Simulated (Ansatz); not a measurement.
A relaxed cell of CuO is given with its symmetry left out. The cell was found from a structure generator's guess, not taken from experiment.

Level of theory: Ansatz, DFT PBE, scalar-relativistic, plane waves, PAW. Cutoff 420 eV, Γ-centred mesh, Gaussian smearing, no spin polarisation.

```
Cu O
1.0
     0.00000    2.12205    2.12205
     2.12205    0.00000    2.12205
     2.12205    2.12205    0.00000
Cu O
1 1
Direct
  0.50000 0.50000 0.50000
  0.00000 0.00000 0.00000
```

The zero of energy is the elements' standard structures at the same level (O₂ as a molecule); no fitted shifts are applied.

Problem. Find its symmetry and describe it.

Solution. Fm-3m (No. 225), the rock salt type. Conventional cell: a = 4.244 Å. Around Cu lie 6 O at 2.12 Å; O is surrounded by 6 Cu at 2.12 Å.

Problem. How far does it lie from the elements in energy?

Solution. −0.39 eV/atom. Whether it is stable depends on the other phases of the system, which aren't compared here.

Problem. Is it a metal?

Solution. Yes, bands cross the Fermi level on the 22×22×22 mesh.

The last run used a 22×22×22 mesh for its 2-atom cell and Gaussian smearing of 0.10 eV. In such compounds of Cu a zero gap at this level may well be an artefact, since no Hubbard U is applied. An odd number of electrons in the primitive cell allows no gap without spin; a larger cell or a magnetic state could open one. Symmetry constrained the relaxation, so the result can be a saddle point.
